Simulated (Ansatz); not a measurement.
WS2 (Tungstenite):

```
CELL_PARAMETERS angstrom
3.18000 0.00000 0.00000
-1.59000 2.75396 0.00000
0.00000 0.00000 12.50000
ATOMIC_POSITIONS crystal
W 0.66667 0.33333 0.75000
W 0.33333 0.66667 0.25000
S 0.66667 0.33333 0.37500
S 0.33333 0.66667 0.87500
S 0.66667 0.33333 0.12500
S 0.33333 0.66667 0.62500
```

| Property | Result |
| --- | --- |
| Program | Ansatz 0.2.0 |
| Task | relaxation of cell and atoms |
| Functional | PBEsol |
| Dispersion | D3(BJ) |
| Potentials or basis | Ansatz PAW |
| Cutoff | 420 eV (not typed: the program's choice for these potentials) |
| k mesh | 10 × 10 × 3 |
| Occupations | fermi-dirac, width 0.05 eV |
| Spin | no spin polarisation |

At the start: volume 18.24 Å³/atom.

Question: How do energy, volume and symmetry change on relaxing?

Answer: It ends after 7 steps and the volume is 16.48 Å³/atom (-9.7 %); space group P6_3/mmc (No. 194, to 0.05 Å).

The path:
```
step  energy change (eV)  largest force (eV/Å)  volume (Å³)
   1              0.0000                0.1365       109.47
   2             -0.0240                0.2620        94.75
   3             -0.1771                0.0991       100.24
   4             -0.1783                0.2089        99.33
   5             -0.1821                0.0326        98.51
   6             -0.1828                0.0001        98.90
   7             -0.1813                0.0001        98.90
```

Final structure:
```
W S
1.0
     3.11477    0.00000    0.00000
    -1.55738    2.69747    0.00000
     0.00000    0.00000   11.77087
W S
2 4
Direct
  0.66667 0.33333 0.75000
  0.33333 0.66667 0.25000
  0.66667 0.33333 0.38356
  0.33333 0.66667 0.88356
  0.66667 0.33333 0.11644
  0.33333 0.66667 0.61644
```

Caveat: the plane-wave basis is chosen anew once the cell has moved, so the energies of steps on either side of that aren't comparable; the PAW data sets come from PBE, with cores solved anew for the run's functional, which leaves a small shift of forces and pressure.
